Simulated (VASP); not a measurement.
CaS3, 4 atoms in the cell. The structure is orthorhombic, space group Pmmm (No. 47). The conventional cell has a = 2.227 Å, b = 3.745 Å, c = 4.540 Å, α = 90.00°, β = 90.00°, γ = 90.00°. Around Ca (site symmetry mmm) lie 2 Ca at 2.23 Å and 12 S at 2.44 to 2.53 Å. Around S (site symmetry mm2) lie 6 S at 2.20 to 2.32 Å and 4 Ca at 2.44 Å. S (site symmetry mmm) has 6 S at 2.20 to 2.23 Å and 4 Ca at 2.53 Å as nearest neighbours. The cell was built by a generator and needn't be a form met in nature.

```yaml
Program: VASP 6.6.1
Task: single point
Functional: PBE
Potentials_or_basis: VASP PAW PBE potentials, release 64 (Ca_sv, S)
Cutoff: 520 eV
k_mesh: 8 × 4 × 4
Occupations: gaussian, width 0.1 eV
Spin: no spin polarisation
Dipole_correction: no
Further_INCAR_settings: ALGO = Normal; EDIFF = 1e-06; NBANDS = 22
```

Potentials or basis: VASP PAW PBE potentials, release 64 (Ca_sv, S).

Launch:

```sh
$ cat potpaw_PBE.64/Ca_sv/POTCAR potpaw_PBE.64/S/POTCAR > POTCAR
$ mpirun -np 1 vasp_std > vasp.out
```

Hardware: 1 thread of Intel(R) Xeon(R) 6975P-C (Granite Rapids) (shared host).

**Question.** Estimate the wall time of this run.

**Answer.** Wall time 20 s on 1 thread of Intel(R) Xeon(R) 6975P-C (Granite Rapids) (shared host), peak memory 0.16 GiB. Counts: scf iterations 14, k points 45.
